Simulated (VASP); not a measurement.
Input of a VASP 6.6.1 run:

File INCAR:

```
PREC = Accurate
ENCUT = 520
EDIFF = 1E-6
ISMEAR = 0
SIGMA = 0.02
LREAL = False
LASPH = True
NELM = 60
ALGO = Normal
ISIF = 2
LWAVE = False
LCHARG = False
GGA = PS
NBANDS = 16
```

The input KPOINTS:

```
regular mesh
0
Gamma
  8 8 8
```

File POSCAR:

```
InP
1.0
    0.0000000000      2.9393443900      2.9393443900
    2.9393443900      0.0000000000      2.9393443900
    2.9393443900      2.9393443900      0.0000000000
In P
1 1
Direct
    1.0000000000      0.0000000000      0.0000000000
    0.2500000000      0.2500000000      0.2500000000
```

Potentials or basis: VASP PAW PBE potentials, release 64 (In_d, P).

Command:

```console
$ cat potpaw_PBE.64/In_d/POTCAR potpaw_PBE.64/P/POTCAR > POTCAR
$ mpirun -np 1 vasp_std > vasp.out
```

What does it give for the pressure?

0.0 GPa.

Predict the band gap on the k mesh.

0.57 eV, direct.

Caveat: the PAW data sets were made with another functional, which shifts forces and pressure a little; spin-orbit coupling is left out, which moves the levels of the heavy elements.

**Measured values to compare with.**

From a printed reference work, data compilation, for a bulk crystal of InP at 1.6 K: band gap 1.4236 eV (direct).

A measured gap of InP is 1.4236 eV (direct; 1.6 K; a printed reference work, data compilation); the calculated 0.57 eV misses it by -0.86 eV. Spin-orbit coupling on In is left out. The value is that of PBEsol, without temperature or zero-point motion. Semilocal functionals fall short of measured gaps as a rule.
